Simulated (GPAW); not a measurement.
Runs of GPAW 26.7.0 on Os. It takes space group P6_3/mmc (No. 194, hexagonal). The conventional cell has a = 2.734 Å, b = 2.734 Å, c = 4.320 Å, α = 90.00°, β = 90.00°, γ = 120.00°. Os (site symmetry -6m2) has 12 Os at 2.68 to 2.73 Å as nearest neighbours. 

```csv
task,level,potentials or basis,spin,U,cell,optimizer,fmax,max steps,eigensolver,band path,gap on the mesh (eV),pressure (GPa),relaxed volume (Å³/atom)
relaxation of cell and atoms,r2SCAN+D3(BJ),"GPAW PAW data sets (gpaw-data 1.2.1), pw",off,-,relaxed,FIRE,0.05 eV/Å,40,-,-,none,0.5,13.79
relaxation of cell and atoms,WC,"PAW data sets generated in the run's folder for this functional, pw",off,-,relaxed,BFGS,0.02 eV/Å,40,-,-,none,0.0,(a)
relaxation of cell and atoms,BLYP,"PAW data sets generated in the run's folder for this functional, pw",off,-,relaxed,LBFGS,0.02 eV/Å,60,davidson,-,none,0.0,14.74
band structure,BLYP,"PAW data sets generated in the run's folder for this functional, pw","SOC, no magnetisation",-,as given,-,-,-,davidson,"GMKGALHA,LM,KH",-,20.8,-
band structure,OLYP,"PAW data sets generated in the run's folder for this functional, pw","SOC, no magnetisation",-,as given,-,-,-,davidson,"GMKGALHA,LM,KH",-,-2.5,-
band structure,PBE+U,"GPAW PAW data sets (gpaw-data 1.2.1), pw",off,Os d U = 5.3 eV,as given,-,-,-,-,"GMKGALHA,LM,KH",-,(c),-
relaxation of cell and atoms,AM05+D4,"PAW data sets generated in the run's folder for this functional, pw",off,-,relaxed to 2 GPa,LBFGS,0.02 eV/Å,40,-,-,none,2.0,-
band structure,LDA,"PAW data sets generated in the run's folder for this functional, pw",off,-,as given,-,-,-,-,"GMKGALHA,LM,KH",-,(b),-
relaxation of cell and atoms,BLYP+D4,"PAW data sets generated in the run's folder for this functional, pw",off,-,relaxed,BFGS,0.01 eV/Å,40,davidson,-,none,0.0,14.18
```

Alike in all rows: k mesh 8 × 8 × 5; cutoff (eV) 600; smearing fermi-dirac 0.05 eV.

**Question.** Fill in the values left out.

**Answer.** (a) 13.88; (b) -13.2; (c) -5.9.

Caveats: later steps reuse the first step's grids (some runs); pairwise dispersion overbinds metals, which lowers pressure and volume (some runs); spin-orbit coupling was added after a scalar SCF, so levels and gaps hold it while energy, forces, pressure and moments don't (some runs); this program's spin-orbit splittings come out too wide for heavy elements (some runs); spin-orbit coupling is left out, which moves the levels of the heavy elements (some runs); the PAW data sets were made with another functional, which shifts forces and pressure a little (some runs); so large a pressure means that the cell lies far from this level's equilibrium, or that cutoff or potentials fall short (some runs).

A k mesh can miss the band edges, and rows without SOC leave out spin-orbit coupling on Os.

A gap of «none» marks a metal or a gap under the smearing width.
